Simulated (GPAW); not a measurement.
Consider Si on a C site in LaC2.

```
La Si C
1.0
     0.00000    0.00000   -6.57200
     1.96700    5.90100   -3.28600
     5.90100   -1.96700   -3.28600
La Si C
5 1 9
Cartesian
  0.0000 0.0000 -6.1152
  1.9761 1.9895 -3.3844
  3.9115 0.0091 -6.6704
  3.9565 3.9249 -6.6704
  5.8919 1.9445 -9.9564
  0.0000 0.0000 -2.1468
  1.9512 1.9742 -6.0057
  3.9268 -0.0158 -2.7197
  3.9412 3.9498 -9.2917
  5.9168 1.9598 -6.0057
  0.0000 0.0000 -3.8532
  1.9756 1.9793 -7.2991
  3.9217 0.0086 -4.0131
  3.9463 3.9254 -4.0131
  5.8924 1.9547 -7.2991
```

Absorber: atom 6, with 1 C at 1.71 Å (terminal; the defect atom itself). Method: GPAW, PBE, excited-electron core hole (neutral cell), 15-atom cell with 6.6 Å between holes, 4×4×4 k points, dipole transitions, Gaussian full width 0.9 eV up to 4 eV, rising linearly to 3.5 eV at 25 eV, without spin-orbit coupling.

Predict the near-edge structure at the Si K edge.

Main maxima up to 22 eV above the zero (height): 1.3 eV (0.96), 4.5 eV (1.45), 5.9 eV (1.48), 13.6 eV (1.50) and 21.7 eV (1.18). A K edge sees empty p states on the absorber. The total-energy difference is 1849.95 eV. One term is added: -14.97 eV, since the hole is spin-paired here and a spin-polarised one costs that much less in the free atom (computed apart). The photon energy is then 1834.98 eV. The tabulated edge of the element is 1839 eV. The functional leaves an error of a few eV in such absolute values.

The Si K spectrum (energy from the lowest empty level; intensity scaled to a mean of 1 over the first 20 eV):

```csv
E (eV),isotropic,ε ∥ x,ε ∥ z
-2.0,0.00,0.00,0.00
-1.0,0.00,0.01,0.00
0.0,0.51,0.73,0.07
1.0,0.94,1.31,0.19
2.0,0.67,0.84,0.31
3.0,0.75,0.97,0.31
4.0,1.31,1.84,0.25
5.0,1.42,1.80,0.65
6.0,1.48,1.77,0.90
7.0,1.07,1.13,0.95
8.0,0.72,0.74,0.68
9.0,0.73,0.79,0.62
10.0,0.66,0.72,0.54
11.0,0.78,0.82,0.69
12.0,1.05,0.92,1.32
13.0,1.41,1.01,2.22
14.0,1.47,0.87,2.68
15.0,1.19,0.65,2.28
16.0,0.89,0.58,1.50
17.0,0.77,0.67,0.99
18.0,0.83,0.81,0.86
19.0,0.95,0.95,0.94
20.0,1.07,1.09,1.02
21.0,1.16,1.20,1.07
22.0,1.18,1.22,1.08
23.0,1.13,1.14,1.09
```

In so small a cell the defects form an ordered array, and no site is far from one. The mesh is coarse (0.30 Å⁻¹ between points), so small maxima may be mesh ripples.

[Banner, clock and machine lines of the logs are left out without a mark of their own.]

[Logs are printed without paths, hosts, clocks, repeated set-up lines and the standing remarks that a program may print on its own settings, such as how far it seeks lower states.]

[Hosts, paths, dates, database ids (printed as entryN), source tags and the programs' standing remarks are cut or masked in the printed files.]

[Lists of maxima count a maximum above −3 eV only where it reaches 4 % of the highest in the window and stands out from its surroundings by 2 % of it (1.5 % where it reaches 55 %); shoulders and weaker maxima are passed over, and of the rest the first, up to two pre-edge ones and the few strongest are named.]
